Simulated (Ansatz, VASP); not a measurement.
**One calculation of ZnSe, two programs**

The input INCAR:

```
  PREC = Accurate
  ENCUT = 520
  EDIFF = 1E-6
  ISMEAR = -1
  SIGMA = 0.1
  LREAL = F
  LASPH = T
  NELM = 60
  ALGO = Normal
  ISIF = 2
  LWAVE = F
  LCHARG = F
  GGA = PE
  NBANDS = 16
```

File KPOINTS:

```
regular mesh
0
Gamma
  13 13 13
```

File POSCAR:

```
ZnSe
1.0
    0.0000000000      2.6289877060      2.6289877060
    2.6289877060      0.0000000000      2.6289877060
    2.6289877060      2.6289877060      0.0000000000
Zn Se
1 1
Direct
    0.0000000000      0.0000000000      0.0000000000
    0.5000000000      0.5000000000      0.5000000000
```

Input for Ansatz:

```yaml
crystal:
  lattice:
    - [0.0, 2.628987706, 2.628987706]
    - [2.628987706, 0.0, 2.628987706]
    - [2.628987706, 2.628987706, 0.0]
  atoms:
    - { symbol: Zn, position: [0.0, 0.0, 0.0] }
    - { symbol: Se, position: [0.5, 0.5, 0.5] }
kpoints:
  mp_grid: { grid: [13, 13, 13] }
scf:
  occupations: { method: fermi_dirac, width: 0.1 }
hamiltonian:
  xc: pbe
  pseudopotentials: { kind: paw }
output:
  forces: true
  stress: true
  eigenvalues: true
  populations: true
```

Change from the starting cell: volume scaled by 0.94, PAW files.

Alike in both runs: task single point; functional PBE; k mesh 13 × 13 × 13; occupations fermi-dirac, width 0.1 eV; no spin polarisation.

|  | VASP | Ansatz |
| --- | --- | --- |
| version | VASP 6.6.1 | Ansatz 0.2.0 |
| potentials or method | VASP PAW PBE potentials, release 64 (Zn, Se) | PAW with Ansatz's default frozen-core files, scalar-relativistic |
| plane-wave cutoff (eV) | 520 | 420 |
| valence electrons in the cell | 18 | 28 |

Ansatz gave:

```
pressure (GPa) : 5.1
```

What did VASP give for the same quantities?

Pressure (GPa): 5.3.

The two sets of potentials don't hold the same shells in valence.
